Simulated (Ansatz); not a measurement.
# PbSe (Pm-3m) in Ansatz: a series of runs

One crystal, PbSe, is run at these levels: PBE, PBE+D3(BJ); tasks: single point, relaxation of cell and atoms.

Program: Ansatz 0.2.0. These are calculated values, not measurements. Logs are shortened: lines on timing, memory, paths and dates and some standing lists are left out, and cuts for length are marked.

**1. Starting point**

It takes space group Pm-3m (No. 221, cubic). Conventional cell: a = 3.784 Å, b = 3.784 Å, c = 3.784 Å, α = 90.00°, β = 90.00°, γ = 90.00°. Pb (site symmetry m-3m) has 8 Se at 3.28 Å as nearest neighbours. Around Se (site symmetry m-3m) lie 8 Pb at 3.28 Å.

Measurements of this composition are mostly on another form, of space group No. 225.

**2. Single point, PBE**

The input, input.yaml:

```yaml
crystal:
  lattice:
    - [3.784322, 0.0, 0.0]
    - [0.0, 3.784322, 0.0]
    - [0.0, 0.0, 3.784322]
  atoms:
    - { symbol: Pb, position: [0.0, 0.0, 0.0] }
    - { symbol: Se, position: [0.5, 0.5, 0.5] }
hamiltonian:
  xc: pbe
  pseudopotentials: { kind: paw }
kpoints:
  mp_grid: { grid: [7, 7, 7] }
scf:
  occupations: { method: gaussian, width: 0.028 }
output:
  forces: true
  stress: true
  eigenvalues: true
```

Potentials or basis: Ansatz PAW.

Command:

```
$ ansatz run input.yaml --threads 2 --pin off --max-ram 5632MiB --backend cpu --events-out ev --progress --plain --runs-dir out
```

Log:

```text
Warning: RAYON_NUM_THREADS=2 ignored (pool sized by the plan → 2); use --threads N
Engine: ansatz 0.2.0, aarch64-unknown-linux-gnu
Pseudopotentials: kind: paw
Pseudopotential: Pb, paw, valence charge 14, recommended cutoff 420 eV (normal), Pb.paw.azcp
Pseudopotential: Se, paw, valence charge 16, recommended cutoff 420 eV (normal), Se.paw.azcp
Functional definition: PBE
  parameter kappa = 0.804
  parameter beta = 0.06672455060314922
  exchange = pbe_x(kappa = kappa, mu = beta*pi^2/3)
  correlation = pbe_c(beta = beta)
Crystal: 2 atoms, lattice volume = 54.196 Å³
Basis set: ecut = 420 eV, 1021 PW (Γ), exchange–correlation on 54×54×54 points (8 copies of the dense FFT grid, shifted against one another)
Bands: 19, of which v1, the nominal top of the filled ones, is band 15 counted from 1 (14 counted from 0)
Symmetry: 48 space group operations
Space group: Pm-3m (ITA 221), of the structure as read, at distance tolerance 3.8e-5 Å
k-points: 20 of 343
Non-local potential: Pb, projectors of the file, l = 0: 2, l = 1: 2, l = 2: 2, l = 3: 2
Non-local potential: Se, projectors of the file, l = 0: 2, l = 1: 2, l = 2: 3, l = 3: 1
PAW form: soft (Blöchl's): semilocal exchange-correlation on the pseudo side does not see the compensation charge
PAW one-centre angular grid: Pb, 590 points (default); XC on 64 Gauss nodes
PAW one-centre angular grid: Se, 590 points (default); XC on 64 Gauss nodes
Initial density: superposition of atomic densities (neutral atoms: chi_scale 0, normalization atom), corrected by the library's trained network
Initial wavefunctions: pseudopotential atomic-orbital guess
Functional: x = pbe(κ = 0.804, μ = 0.2195149727645171), c = pbe(β = 0.06672455060314922)
SCF iter   1: F=—  HF=-17376.139897 eV  |F-HF|=—  |Δ(HF+E_count)|=         —  Δρ=1.13e-3  dr2=1.47e-3  ethr=1.77e-3  ⟨swp⟩=6.5  Hψ=1829  notcnv=0
preconditioner: auto → Resta (q_TF=auto, 2.472 Å⁻¹)  ε∞=3.2  [insulator: Δε(μ)=0.084 eV  Ē_g=15.354 eV  σ=0.028 eV  W_gap=0.73  n_scr=18 (ndim 8)  ℏωp=22.6 eV  f_vac=0.000  D(μ)=1.58/eV (n_scr^D=6)  ε∞_Penn≈3.2]
SCF iter   2: F=—  HF=-17376.138947 eV  |F-HF|=—  |Δ(HF+E_count)|=   9.50e-4  Δρ=4.74e-4  dr2=1.70e-4  ethr=4.90e-6  ⟨swp⟩=2.1  Hψ=775  notcnv=0
SCF iter   3: F=—  HF=-17376.138945 eV  |F-HF|=—  |Δ(HF+E_count)|=   2.00e-6  Δρ=1.67e-4  dr2=1.27e-5  ethr=5.67e-7  ⟨swp⟩=3.0  Hψ=675  notcnv=0
SCF iter   4: F=—  HF=-17376.138960 eV  |F-HF|=—  |Δ(HF+E_count)|=   1.54e-5  Δρ=6.51e-5  dr2=2.68e-6  ethr=4.23e-8  ⟨swp⟩=2.0  Hψ=681  notcnv=0
SCF iter   5: F=—  HF=-17376.138961 eV  |F-HF|=—  |Δ(HF+E_count)|=   7.83e-7  Δρ=2.33e-5  dr2=2.79e-7  ethr=8.92e-9  ⟨swp⟩=2.0  Hψ=680  notcnv=0
SCF iter   6: F=-17376.138961 eV  HF=-17376.138961 eV  |F-HF|=1.01e-8  |Δ(HF+E_count)|=   7.68e-8  Δρ=4.66e-6  dr2=6.69e-9  ethr=3.33e-10  ⟨swp⟩=5.7  Hψ=1675  notcnv=0
SCF 1 converged in 6 iterations: F = -17376.138961 eV  dr2 = 6.69e-9
SCF converged after 6 iterations
Free energy (F): -17376.138961 eV
Harris-Foulkes:  -17376.138961 eV  (|F-HF|=1.01e-8)
Internal energy: -17376.138355 eV  (E = F + TS)
E sigma→0 (E₀):  -17376.138658 eV
Entropy (-TS):   -0.000606 eV (-0.303 meV/atom)
Fermi energy:    9.455868 eV
--- Per-component energies (eV) ---
  E_band       = -402.142759
  E_kinetic    = 404.667147
  E_local      = -3325.134859  (includes V_loc(G=0)·N_el)
  E_nonlocal   = -245.836766
  E_hartree    = 1553.504285
  E_xc         = -325.125458
  E_vxc        = -230.634665  (∫ρ·V_xc dr)
  E_paw        = -12314.763734  (= ΣΔE_a)
  E_vpaw       = -112.212398  (= ΣTr[D̂ρ^β])
  E_aug_tail   = -0.000551  (compensation charges beyond the density's cutoff)
  E_ewald      = -3123.448419
  E_smearing   = -0.000606  (= −TS)
  E_closure    = -0.000000  (closes the sum)
  Σ components = -17376.138961   (vs F -17376.138961, Δ=0.00e0)
--- Forces (eV/Å), atoms counted from 1 ---
  atom   1  Pb     0.00000000     0.00000000     0.00000000
  atom   2  Se     0.00000000    -0.00000000     0.00000000
  max |Σ_I F_I| component: 2.07e-30 eV/Å
--- Stress (GPa, compression-positive) ---
       -0.179980       0.000000       0.000000
        0.000000      -0.179980       0.000000
        0.000000       0.000000      -0.179980
  P = ⅓ Tr σ = -0.1800 GPa (-1.800 kbar)
--- Band table (eV; the first three rows and the last of 20) ---
  k-point 0: bands = ["-37.3049", "-37.3049", "-37.3049", "-37.3044", "-37.3044", "-7.4006", "-7.4006", "-7.2519", "-7.2519", "-7.2519", "-3.6877", "2.4733", "8.0283", "8.0283", "8.0283", "14.6587", "14.6587", "15.5901", "15.5901"]
  k-point 1: bands = ["-37.3050", "-37.3050", "-37.3049", "-37.3044", "-37.3043", "-7.3994", "-7.3790", "-7.2600", "-7.2600", "-7.2512", "-3.5407", "2.1765", "7.9424", "8.2008", "8.2008", "13.9309", "14.8163", "15.1119", "15.1119"]
  k-point 2: bands = ["-37.3050", "-37.3050", "-37.3049", "-37.3044", "-37.3041", "-7.3966", "-7.3304", "-7.2779", "-7.2779", "-7.2497", "-3.1477", "1.4270", "8.0957", "8.6595", "8.6595", "11.9727", "14.0274", "14.0274", "15.2726"]
  k-point 19: bands = ["-37.3052", "-37.3052", "-37.3052", "-37.3036", "-37.3036", "-7.3419", "-7.3373", "-7.3373", "-7.2199", "-7.2199", "-1.8235", "2.9064", "6.7494", "7.0280", "7.0280", "9.3827", "9.3827", "10.2004", "21.9291"]
```

It took 0.78 s on 2 threads of Arm Neoverse V2, shared host; peak memory 0.31 GiB.

Results:

* Free energy: -17376.1390 eV
* Pressure: -0.2 GPa
* Band gap on the k mesh: none (metal or under the smearing width)

Levels at points of the mesh, in eV from the Fermi level:
```tsv
k point	band 12	band 13	band 14	band 15	band 16	band 17	band 18	band 19
(0.00, 0.00, 0.00)	-6.98	-1.43	-1.43	-1.43	5.20	5.20	6.13	6.13
```

Spin-orbit coupling is left out, which matters for the levels of Pb.

**3. Relaxation of cell and atoms, PBE+D3(BJ)**

Changes to input.yaml since step 2:

```diff
@@ -11,2 +11,3 @@
   pseudopotentials: { kind: paw }
+  dispersion: d3bj
 kpoints:
@@ -14,3 +15,3 @@
 scf:
-  occupations: { method: gaussian, width: 0.028 }
+  occupations: { method: fermi_dirac, width: 0.05 }
 output:
@@ -19 +20,5 @@
   eigenvalues: true
+relax:
+  f_tol: 0.01
+  max_steps: 40
+  cell: { stress_tol: 0.05 }
```

Potentials or basis: Ansatz PAW.

Command:

```
$ ansatz run input.yaml --threads 2 --pin off --max-ram 5632MiB --backend cpu --events-out ev --progress --plain --runs-dir out
```

Wall time 3.2 s (2 threads of Arm Neoverse V2, shared host); peak memory 0.33 GiB.

It converged, with:

- Free energy: -17376.9450 eV
- Relaxed volume: 25.80 Å³/atom
- Relaxed cell: a = 3.723 Å, b = 3.723 Å, c = 3.723 Å, α = 90.00°, β = 90.00°, γ = 90.00°
- Space group after relaxing (to 0.05 Å): Pm-3m (No. 221)
- Energy gained by relaxing: 10.4 meV/atom
- Ionic steps: 4
- Pressure after relaxing: 0.0 GPa
- Band gap on the k mesh: none (metal or under the smearing width)

The path:
```
step  energy change (eV)  largest force (eV/Å)  volume (Å³)
   1              0.0000                0.0000        54.20
   2             -0.0207                0.0000        51.19
   3             -0.0211                0.0000        51.61
   4             -0.0208                0.0000        51.61
```

Final structure:
```
CELL_PARAMETERS angstrom
3.72308 0.00000 0.00000
0.00000 3.72308 0.00000
0.00000 0.00000 3.72308
ATOMIC_POSITIONS crystal
Pb 0.00000 0.00000 0.00000
Se 0.50000 0.50000 0.50000
```

Levels at points of the mesh, in eV from the Fermi level:
```csv
k point,band 12,band 13,band 14,band 15,band 16,band 17,band 18,band 19
"(0.00, 0.00, 0.00)",-6.91,-1.60,-1.60,-1.60,5.10,5.10,6.43,6.43
```

Caveat: the plane-wave basis is chosen anew once the cell has moved, so the energies of steps on either side of that aren't comparable; pairwise dispersion overbinds metals, which lowers pressure and volume.
